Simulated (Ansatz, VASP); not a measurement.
# One calculation of MoS2, two programs

Contents of INCAR:

```
  ALGO = Normal
  EDIFF = 1E-7
  ENCUT = 520
  GGA = PS
  ISIF = 2
  ISMEAR = -1
  LASPH = True
  LCHARG = False
  LREAL = False
  LWAVE = False
  NBANDS = 35
  NELM = 100
  PREC = Accurate
  SIGMA = 0.05
```

The input KPOINTS:

```
k-points
0
Gamma
  10 10 3
```

File POSCAR:

```
MoS2
1.0
    3.1690000000      0.0000000000      0.0000000000
   -1.5845000000      2.7444345046      0.0000000000
    0.0000000000      0.0000000000     12.3240000000
Mo S
2 4
Direct
    0.6666666667      0.3333333333      0.7500000000
    0.3333333333      0.6666666667      0.2500000000
    0.6666666667      0.3333333333      0.3770000000
    0.3333333333      0.6666666667      0.8770000000
    0.6666666667      0.3333333333      0.1230000000
    0.3333333333      0.6666666667      0.6230000000
```

The input input.yaml:

```yaml
crystal:
  lattice:
    - [3.169, 0.0, 0.0]
    - [-1.5845, 2.7444345046, 0.0]
    - [0.0, 0.0, 12.324]
  atoms:
    - { symbol: Mo, position: [0.6666666667, 0.3333333333, 0.75] }
    - { symbol: Mo, position: [0.3333333333, 0.6666666667, 0.25] }
    - { symbol: S, position: [0.6666666667, 0.3333333333, 0.377] }
    - { symbol: S, position: [0.3333333333, 0.6666666667, 0.877] }
    - { symbol: S, position: [0.6666666667, 0.3333333333, 0.123] }
    - { symbol: S, position: [0.3333333333, 0.6666666667, 0.623] }
hamiltonian:
  xc: pbesol
  pseudopotentials: { kind: paw }
kpoints:
  mp_grid: { grid: [10, 10, 3] }
  band_path:
    path:
      - [[0.0, 0.0, 0.0], [0.5, 0.0, 0.0], [0.3333333333, 0.3333333333, 0.0], [0.0, 0.0, 0.0], [0.0, 0.0, 0.5], [0.5, 0.0, 0.5], [0.3333333333, 0.3333333333, 0.5], [0.0, 0.0, 0.5]]
      - [[0.5, 0.0, 0.5], [0.5, 0.0, 0.0]]
      - [[0.3333333333, 0.3333333333, 0.0], [0.3333333333, 0.3333333333, 0.5]]
    npoints: 14
scf:
  occupations: { method: fermi_dirac, width: 0.05 }
  n_extra_bands: 15
output:
  forces: true
  stress: true
  eigenvalues: true
  fatbands: false
  write_density: true
  write_potential: true
  elf: true
  volumetric_format: npy
```

Alike in both runs: functional PBEsol; k mesh 10 × 10 × 3; occupations fermi-dirac, width 0.05 eV; no spin polarisation.

|  | VASP | Ansatz |
| --- | --- | --- |
| version | VASP 6.6.1 | Ansatz 0.2.0 |
| potentials or method | VASP PAW PBE potentials, release 64 (Mo_sv, S) | Ansatz PAW |
| plane-wave cutoff (eV) | 520 | 420 |
| valence electrons in the cell | 52 | 52 |
| task | single point | band structure |

|  | VASP | Ansatz | Ansatz less VASP |
| --- | --- | --- | --- |
| gap on the k mesh at the Fermi level (eV) | 0.90 | 0.88 | -0.017 |
| least direct gap on the mesh (eV) | 1.87 | 1.87 | -0.004 |
| pressure (GPa) | -3.0 | -3.0 | 0.00 |
| largest component of the traceless stress (GPa) | 0.60 | 0.61 | +0.009 |
| rms of the force components (eV/Å) | 0.147 | 0.148 | +0.0006 |

Atom by atom the forces differ by 0.001 eV/Å (rms over components).

Caveats: this functional lacks dispersion, which binds the layers, so the pressure and a relaxed spacing across them are unreliable; the PAW data sets were made with another functional, which shifts forces and pressure a little (VASP); an odd mesh through Γ misses points on the zone boundary, where band edges often lie (VASP); the PAW data sets come from PBE, with cores solved anew for the run's functional, which leaves a small shift of forces and pressure (Ansatz). As with any semilocal functional, this PBEsol gap is likely too small.
